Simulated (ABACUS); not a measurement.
V:

```
V
1.0
    -1.51435    1.51435    1.51435
     1.51435   -1.51435    1.51435
     1.51435    1.51435   -1.51435
V
1
Direct
  0.00000 0.00000 0.00000
```

Base run:

- Program: ABACUS 3.10.1
- Functional: rPW86PBE
- Potentials or basis: Ansatz NC PBE
- Cutoff: 1143 eV
- Density cutoff: 4572 eV
- Basis: plane waves
- k mesh: 10 × 10 × 10
- Occupations: fermi-dirac, width 0.05 eV
- Spin: collinear spin, ferromagnetic start
- Starting moments: [2.0] μB

Its results: band gap on the k mesh none (metal or under the smearing width); pressure -1.1 GPa; net moment 0.00 μB per cell.

Task: The run is repeated on the same cell with these changes: functional from rPW86PBE to LDA; potentials or basis from Ansatz NC PBE to PseudoDojo NC SR 0.4.1 LDA stringent. What comes out?

Result: Band gap on the k mesh none (metal or under the smearing width); pressure -16.7 GPa; net moment 0.00 μB per cell.

Caveats: the potentials were made for another functional, which shifts forces and pressure (some runs); so large a pressure means that the cell lies far from this level's equilibrium, or that cutoff or potentials fall short (some runs).
